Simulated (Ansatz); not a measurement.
BaF2 (started from an entry of an open crystallographic database), relaxed with r2SCAN: 5 runs in the plane-wave code Ansatz, each a calculation of independent-particle optics. It is cubic, Fm-3m (No. 225); a = 6.194 Å in the conventional setting, 19.81 Å³ an atom. Ba has 8 F at 2.68 Å; F has 4 Ba at 2.68 Å. Non-magnetic throughout; all numbers are computed.

```yaml
crystal:
  lattice:
    - [0.00000, 3.09716, 3.09716]
    - [3.09716, 0.00000, 3.09716]
    - [3.09716, 3.09716, 0.00000]
  atoms:
    - { symbol: Ba, position: [0.00000, 0.00000, 0.00000] }
    - { symbol: F, position: [0.25000, 0.25000, 0.25000] }
    - { symbol: F, position: [0.75000, 0.75000, 0.75000] }
```

On meshes this coarse, single peaks can be features of the mesh. No local fields, no excitons; the zone sum runs over the cells of the mesh, and ε∞ includes the bands left out of the spectrum. Up to four peaks are listed, those above 15 % of the tallest and inside the complete range; the four can differ from row to row.

```tsv
functional	k mesh	broadening (eV)	scissors (eV)	range (eV)	direct gap on the mesh before scissors (eV)	ε∞ xx	ε∞ yy	ε∞ zz	complete up to (eV)	tallest peaks of mean ε₂ (eV)
PBE	6×6×6	0.1	0.00	0–24	6.94	2.52	2.52	2.52	9.4	8.50 8.90
r2SCAN	6×6×6	0.1	0.00	0–24	7.52	2.38	2.38	2.38	9.9	8.95 9.30
LDA	6×6×6	0.1	0.00	0–24	6.57	2.58	2.58	2.58	9.1	8.20 8.70
PBE	6×6×6	0.1	1.94 (to HSE06)	0–24	6.94	2.33	2.33	2.33	11.4	10.40 10.85
PBE+SOC	6×6×6	0.1	0.00	0–24	6.90	2.52	2.52	2.52	9.4	8.45 8.90
```

The fundamental gap is indirect (6.86 eV with PBE on 6×6×6); the table holds the direct one. The two differ by only 0.08 eV.

Only the levels marked +SOC include spin-orbit coupling.
